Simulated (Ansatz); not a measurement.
Space group P6_3/mmc (No. 194). a = 3.314 Å, b = 3.314 Å, c = 4.187 Å, α = 90.00°, β = 90.00°, γ = 120.00°
```tsv
atom	site	symmetry	x	y	z
Al	2d	-6m2	0.3333	0.6667	0.7500
N	2c	-6m2	0.3333	0.6667	0.2500
```

Equation of state of this AlN structure (not necessarily the ground state), with shape and atoms relaxed at each volume where symmetry leaves them free. Computed with DFT PBE, scalar-relativistic, plane waves, PAW in Ansatz.

Plane waves to 420 eV, a k mesh through Γ of 9×9×6 on the computed 4-atom cell and Gaussian smearing (0.02 eV); no spin polarisation.

| V (Å³/atom) | E − E(largest V) (meV/atom) | P (GPa) | gap on mesh (eV) |
| --- | --- | --- | --- |
| 8.762 | 60.27 | 33.46 | 4.22 |
| 9.061 | 7.83 | 23.08 | 3.98 |
| 9.360 | -26.70 | 14.18 | 3.74 |
| 9.659 | -45.85 | 6.54 | 3.49 |
| 9.957 | -51.79 | 0.01 | 3.25 |
| 10.256 | -46.45 | -5.56 | 3.01 |
| 10.555 | -31.67 | -10.22 | 2.76 |
| 10.953 | 0.00 | -15.07 | 2.41 |

Problem. Fit a third-order Birch–Murnaghan equation to E(V).

Solution. V0 = 9.96 Å³/atom, B0 = 198 GPa, B0' = 4.4.

This form isn't the usual stable structure of the compound.